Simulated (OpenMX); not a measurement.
A run of OpenMX 3.8.5 is set up as follows.

The input run.py:

```python
from ase.io import read
from ase.calculators.openmx import OpenMX

atoms = read('Nd.cif')

def calculator():
    omx = OpenMX(
        label='Nd',
        command='openmx',
        nohup=True,
        xc='LSDA-CA',
        kpts=(5, 5, 5),
        system_currentdirectory='./',
        data_path='./DFT_DATA13',
        level_of_fileout=0,
        definition_of_atomic_species=[['Nd', 'Nd8.0_OC-s3p3d2', 'Nd_CA13_OC']],
        atoms_speciesandcoordinates_unit='Ang',
        atoms_speciesandcoordinates=[['1', 'Nd', '0', '0', '0', 7.0, 4.0], ['2', 'Nd', '0', '0', '0', 7.0, 4.0], ['3', 'Nd', '0', '0', '0', 7.0, 4.0], ['4', 'Nd', '0', '0', '0', 7.0, 4.0]],
        scf_spinpolarization='on',
        scf_electronictemperature=580.226,
        scf_energycutoff=400.0,
        scf_maxiter=160,
        scf_eigenvaluesolver='band',
        scf_mixing_type='rmm-diisk',
        scf_init_mixing_weight=0.01,
        scf_min_mixing_weight=0.001,
        scf_max_mixing_weight=0.2,
        scf_mixing_history=40,
        scf_mixing_startpulay=15,
        scf_criterion=1e-06,
        band_dispersion=True,
        band_nkpath=6,
        band_kpath=[['16', '0.000000', '0.000000', '0.000000', '0.000000', '0.500000', '0.000000', 'G', 'X'], ['16', '0.000000', '0.500000', '0.000000', '0.500000', '0.500000', '0.000000', 'X', 'M'], ['22', '0.500000', '0.500000', '0.000000', '0.000000', '0.000000', '0.000000', 'M', 'G'], ['27', '0.000000', '0.000000', '0.000000', '0.500000', '0.500000', '0.500000', 'G', 'R'], ['22', '0.500000', '0.500000', '0.500000', '0.000000', '0.500000', '0.000000', 'R', 'X'], ['16', '0.500000', '0.500000', '0.000000', '0.500000', '0.500000', '0.500000', 'M', 'R']],
    )
    return omx

atoms.calc = calculator()
print('stress_eV_A3', atoms.get_stress().round(8).tolist())
print('forces_eV_A', atoms.get_forces().round(6).tolist())
print('energy_eV', round(atoms.get_potential_energy(), 6))
```

The input Nd.cif:

```cif
data_Nd
_cell_length_a 5.20984090
_cell_length_b 5.20984090
_cell_length_c 5.20984090
_cell_angle_alpha 90.00000000
_cell_angle_beta 90.00000000
_cell_angle_gamma 90.00000000
_space_group_name_H-M_alt 'Fm-3m'
_space_group_name_Hall '-F 4 2 3'
_space_group_IT_number 225
loop_
_space_group_symop_operation_xyz
'x,y,z'
'-x,-y,-z'
'-y,x,z'
'y,-x,-z'
'-x,-y,z'
'x,y,-z'
'y,-x,z'
'-y,x,-z'
'x,-y,-z'
'-x,y,z'
'-y,-x,-z'
'y,x,z'
'-x,y,-z'
'x,-y,z'
'y,x,-z'
'-y,-x,z'
'z,x,y'
'-z,-x,-y'
'z,-y,x'
'-z,y,-x'
'z,-x,-y'
'-z,x,y'
'z,y,-x'
'-z,-y,x'
'-z,x,-y'
'z,-x,y'
'-z,-y,-x'
'z,y,x'
'-z,-x,y'
'z,x,-y'
'-z,y,x'
'z,-y,-x'
'y,z,x'
'-y,-z,-x'
'x,z,-y'
'-x,-z,y'
'-y,z,-x'
'y,-z,x'
'-x,z,y'
'x,-z,-y'
'-y,-z,x'
'y,z,-x'
'-x,-z,-y'
'x,z,y'
'y,-z,-x'
'-y,z,x'
'x,-z,y'
'-x,z,-y'
'x,y+1/2,z+1/2'
'-x,-y+1/2,-z+1/2'
'-y,x+1/2,z+1/2'
'y,-x+1/2,-z+1/2'
'-x,-y+1/2,z+1/2'
'x,y+1/2,-z+1/2'
'y,-x+1/2,z+1/2'
'-y,x+1/2,-z+1/2'
'x,-y+1/2,-z+1/2'
'-x,y+1/2,z+1/2'
'-y,-x+1/2,-z+1/2'
'y,x+1/2,z+1/2'
[... 40 lines left out ...]
'-x+1/2,-y,z+1/2'
'x+1/2,y,-z+1/2'
'y+1/2,-x,z+1/2'
'-y+1/2,x,-z+1/2'
'x+1/2,-y,-z+1/2'
'-x+1/2,y,z+1/2'
'-y+1/2,-x,-z+1/2'
'y+1/2,x,z+1/2'
'-x+1/2,y,-z+1/2'
'x+1/2,-y,z+1/2'
'y+1/2,x,-z+1/2'
'-y+1/2,-x,z+1/2'
'z+1/2,x,y+1/2'
'-z+1/2,-x,-y+1/2'
'z+1/2,-y,x+1/2'
'-z+1/2,y,-x+1/2'
'z+1/2,-x,-y+1/2'
'-z+1/2,x,y+1/2'
'z+1/2,y,-x+1/2'
'-z+1/2,-y,x+1/2'
'-z+1/2,x,-y+1/2'
'z+1/2,-x,y+1/2'
'-z+1/2,-y,-x+1/2'
'z+1/2,y,x+1/2'
'-z+1/2,-x,y+1/2'
'z+1/2,x,-y+1/2'
'-z+1/2,y,x+1/2'
'z+1/2,-y,-x+1/2'
'y+1/2,z,x+1/2'
'-y+1/2,-z,-x+1/2'
'x+1/2,z,-y+1/2'
'-x+1/2,-z,y+1/2'
'-y+1/2,z,-x+1/2'
'y+1/2,-z,x+1/2'
'-x+1/2,z,y+1/2'
'x+1/2,-z,-y+1/2'
'-y+1/2,-z,x+1/2'
'y+1/2,z,-x+1/2'
'-x+1/2,-z,-y+1/2'
'x+1/2,z,y+1/2'
'y+1/2,-z,-x+1/2'
'-y+1/2,z,x+1/2'
'x+1/2,-z,y+1/2'
'-x+1/2,z,-y+1/2'
'x+1/2,y+1/2,z'
'-x+1/2,-y+1/2,-z'
'-y+1/2,x+1/2,z'
'y+1/2,-x+1/2,-z'
'-x+1/2,-y+1/2,z'
'x+1/2,y+1/2,-z'
'y+1/2,-x+1/2,z'
'-y+1/2,x+1/2,-z'
'x+1/2,-y+1/2,-z'
'-x+1/2,y+1/2,z'
'-y+1/2,-x+1/2,-z'
'y+1/2,x+1/2,z'
'-x+1/2,y+1/2,-z'
'x+1/2,-y+1/2,z'
'y+1/2,x+1/2,-z'
'-y+1/2,-x+1/2,z'
'z+1/2,x+1/2,y'
'-z+1/2,-x+1/2,-y'
'z+1/2,-y+1/2,x'
'-z+1/2,y+1/2,-x'
'z+1/2,-x+1/2,-y'
'-z+1/2,x+1/2,y'
'z+1/2,y+1/2,-x'
'-z+1/2,-y+1/2,x'
'-z+1/2,x+1/2,-y'
'z+1/2,-x+1/2,y'
'-z+1/2,-y+1/2,-x'
'z+1/2,y+1/2,x'
'-z+1/2,-x+1/2,y'
'z+1/2,x+1/2,-y'
'-z+1/2,y+1/2,x'
'z+1/2,-y+1/2,-x'
'y+1/2,z+1/2,x'
'-y+1/2,-z+1/2,-x'
'x+1/2,z+1/2,-y'
'-x+1/2,-z+1/2,y'
'-y+1/2,z+1/2,-x'
'y+1/2,-z+1/2,x'
'-x+1/2,z+1/2,y'
'x+1/2,-z+1/2,-y'
'-y+1/2,-z+1/2,x'
'y+1/2,z+1/2,-x'
'-x+1/2,-z+1/2,-y'
'x+1/2,z+1/2,y'
'y+1/2,-z+1/2,-x'
'-y+1/2,z+1/2,x'
'x+1/2,-z+1/2,y'
'-x+1/2,z+1/2,-y'
loop_
_atom_site_label
_atom_site_type_symbol
_atom_site_symmetry_multiplicity
_atom_site_Wyckoff_symbol
_atom_site_fract_x
_atom_site_fract_y
_atom_site_fract_z
_atom_site_occupancy
Nd1 Nd 4 a 0.0000000000 0.0000000000 0.0000000000 1
```

Potentials or basis: OpenMX 2013 LDA set (4f in open core), Nd8.0_OC-s3p3d2, grid cutoff 400 Ry.

The run is started by

```bash
$ python run.py > run.log
```

(1) What does it give for the pressure?

(2) Estimate the net moment.

Answers

(1) -3.1 GPa.

(2) 0.00 μB per cell.

Caveat: the magnetic or orbital state may not be the lowest; the 4f electrons are held in an open core, so their moment and levels are absent; spin-orbit coupling is left out, which moves the levels of the heavy elements; the basis of atomic orbitals isn't converged, which shifts pressures, moduli and gaps.
